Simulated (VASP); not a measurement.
Wanted: the native input for a VASP 6.6.1 run.

```yaml
Task: single point
Functional: PBE
Potentials_or_basis: VASP PAW PBE potentials, release 64 (Ca_sv, F)
Cutoff: 520 eV
k_mesh: 6 × 6 × 6
Occupations: gaussian, width 0.01 eV
Spin: no spin polarisation
Dipole_correction: no
Further_INCAR_settings: ALGO = Normal; EDIFF = 1e-06; NBANDS = 19
```

The structure of CaF2 lies in POSCAR:

```
CaF2
1.0
    0.0000000000      2.7195929737      2.7195929737
    2.7195929737      0.0000000000      2.7195929737
    2.7195929737      2.7195929737      0.0000000000
Ca F
1 2
Direct
    0.0000000000      0.0000000000      0.0000000000
    0.2500000000      0.2500000000      0.2500000000
    0.7500000000      0.7500000000      0.7500000000
```

The cell was built by a generator and needn't be a form met in nature.

The input as run:

INCAR

```
SYSTEM = CaF2
PREC = Accurate
ENCUT = 520
EDIFF = 1E-6
ISMEAR = 0
SIGMA = 0.01
LREAL = .FALSE.
LASPH = .TRUE.
NELM = 80
ALGO = Normal
ISIF = 2
LWAVE = .FALSE.
LCHARG = .TRUE.
GGA = PE
LELF = .TRUE.
LVHAR = .TRUE.
NBANDS = 19
```

KPOINTS

```
Automatic mesh
0
G
  6 6 6
  0 0 0
```

Potentials or basis: VASP PAW PBE potentials, release 64 (Ca_sv, F).

Command:

```console
$ cat potpaw_PBE.64/Ca_sv/POTCAR potpaw_PBE.64/F/POTCAR > POTCAR
$ mpirun -np 1 vasp_std > vasp.out
```

It gave:

- Pressure: 3.7 GPa
- Band gap on the k mesh: 7.35 eV, indirect (least direct gap 7.61 eV)

It took 16 s on 1 thread of AMD EPYC 7R13 Processor (Zen 3), on a shared host, peak memory 0.14 GiB.
